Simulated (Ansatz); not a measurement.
**ZrSe2 (CdI2 type): G0W0 against its settings**

ZrSe2 built on the CdI2 prototype, relaxed with r2SCAN+rVV10; one-shot G0W0 in Ansatz without spin-orbit coupling. No spin polarisation and no zero-point or thermal motion.

```
Zr Se
1.0
     3.78811    0.00000    0.00000
    -1.89406    3.28060    0.00000
     0.00000    0.00000    6.18006
Zr Se
1 2
Direct
  0.00000 0.00000 0.00000
  0.33333 0.66667 0.25381
  0.66667 0.33333 0.74619
```

Gaps are read over the mesh points alone. G0W0 values are finite-basis, finite-mesh values.

| start | potentials | frequency model | mesh | empty bands | screening cutoff (eV) | Kohn-Sham gap (eV) | G0W0 gap (eV) | rough cost |
| --- | --- | --- | --- | --- | --- | --- | --- | --- |
| PBE | PAW | contour deformation | 6×6×2 | 124 | 80 | 0.29 | 0.93 | 100 core-seconds |
| PBE | PAW | contour deformation | 6×6×2 | 288 | 140 | 0.29 | 1.03 | 7 core-minutes |
| PBE | PAW | contour deformation | 6×6×2 | 530 | 210 | 0.29 | 1.07 | 30 core-minutes |
| HSE06 | PAW | contour deformation | 6×6×2 | 288 | 140 | 0.96 | 1.24 | 12 core-minutes |
| LDA | PAW | contour deformation | 6×6×2 | 288 | 140 | 0.21 | 0.97 | 7 core-minutes |
| r2SCAN | PAW | contour deformation | 6×6×2 | 288 | 140 | 0.60 | 1.09 | 7 core-minutes |
| PBE | PAW | Godby-Needs pole | 6×6×2 | 288 | 140 | 0.29 | 0.98 | 7 core-minutes |
| PBE | PAW | contour deformation | 6×6×4 | 124 | 80 | 0.30 | 0.93 | 5 core-minutes |
| PBE | norm-conserving | contour deformation | 6×6×2 | 288 | 140 | 0.29 | 0.99 | 12 core-minutes |

The quasiparticle gap on this mesh is 1.07 eV (Γ to L), against 0.29 eV from PBE: +0.78 eV. Renormalisation factors Z lie between 0.67 and 0.74.

Raising bands and cutoff together moves the gap by +0.10 eV (80 to 140 eV), then +0.04 eV (140 to 210 eV); the last step is still large, so the basis limit isn't reached. Starting from HSE06 (0.96 eV against PBE's 0.29 eV) gives 1.24 eV, +0.21 eV from G0W0@PBE at the same screening cutoff. Starting from LDA (0.21 eV against PBE's 0.29 eV) gives 0.97 eV, -0.06 eV from G0W0@PBE at the same screening cutoff. Starting from r2SCAN (0.60 eV against PBE's 0.29 eV) gives 1.09 eV, +0.06 eV from G0W0@PBE at the same screening cutoff. The Godby-Needs plasmon pole differs from contour deformation by -0.05 eV. A 6×6×4 mesh in place of 6×6×2 changes the opening over PBE by 0.00 eV (the gap on the mesh by 0.00 eV). Norm-conserving potentials (wave cutoff 1170 eV against 420 eV) shift the quasiparticle gap by -0.04 eV and the PBE gap by 0.00 eV. On these meshes the dielectric constant comes out too large, which adds an error that these runs don't bound. r2SCAN runs take a wave cutoff of 500 eV.
